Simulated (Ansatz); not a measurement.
# ZnS: band structure with PBE

**The experiment to reproduce.**

From “Electronic, vibrational, and thermodynamic properties of ZnS (zincblende and rocksalt structure)”, 2009, arxiv:0911.5022, for a bulk crystal of ZnS at 19 K: band gap 3.85 eV (direct).

ZnS:

```xyz
2
Lattice="0.0000 2.7020 2.7020 2.7020 0.0000 2.7020 2.7020 2.7020 0.0000" Properties=species:S:1:pos:R:3 pbc="T T T"
Zn    4.0530    4.0530    4.0530
S     0.0000    0.0000    0.0000
```

- Program: Ansatz 0.2.0
- Task: band structure
- Functional: PBE
- Potentials or basis: Ansatz PAW
- Cutoff: 420 eV (not typed: the program's choice for these potentials)
- k mesh: 9 × 9 × 9
- Occupations: fermi-dirac, width 0.05 eV
- Spin: no spin polarisation
- Path: [["G", "X", "W", "K", "G", "L", "U", "W", "L", "K"], ["U", "X"]]
- Points for each segment of the path: 14

The pressure is 1.6 GPa and the band gap on the k mesh is 2.11 eV, direct. The band gap along the path is 2.11 eV, direct.

Levels at the corners of the path, in eV from the valence-band top:
| point | band 7 | band 8 | band 9 | band 10 | band 11 | band 12 |
| --- | --- | --- | --- | --- | --- | --- |
| Γ | 0.00 | 0.00 | 0.00 | 2.11 | 6.37 | 6.37 |
| X | -4.56 | -2.22 | -2.22 | 3.40 | 4.07 | 10.95 |
| W | -4.59 | -2.75 | -2.71 | 5.69 | 6.02 | 7.85 |
| K | -4.62 | -3.11 | -1.81 | 4.12 | 5.95 | 9.35 |
| Γ | 0.00 | 0.00 | 0.00 | 2.11 | 6.37 | 6.37 |
| L | -5.29 | -0.87 | -0.87 | 3.30 | 6.90 | 6.90 |
| U | -4.62 | -3.11 | -1.81 | 4.12 | 5.95 | 9.35 |
| W | -4.59 | -2.75 | -2.71 | 5.69 | 6.02 | 7.85 |
| L | -5.29 | -0.87 | -0.87 | 3.30 | 6.90 | 6.90 |
| K | -4.62 | -3.11 | -1.81 | 4.12 | 5.95 | 9.35 |
| U | -4.62 | -3.11 | -1.81 | 4.12 | 5.95 | 9.35 |
| X | -4.56 | -2.22 | -2.22 | 3.40 | 4.07 | 10.95 |

Wall time 3.1 s on 2 threads of Arm Neoverse V2 (shared host), peak memory 0.3 GiB.

Against the measured gap of ZnS, 3.85 eV (direct; 19 K; quoted in “Electronic, vibrational, and thermodynamic properties of ZnS (zincblende and rocksalt structure)”, 2009, arxiv:0911.5022), the calculated 2.11 eV is off by -1.74 eV. The value is that of PBE, without temperature or zero-point motion. Semilocal functionals fall short of measured gaps as a rule.
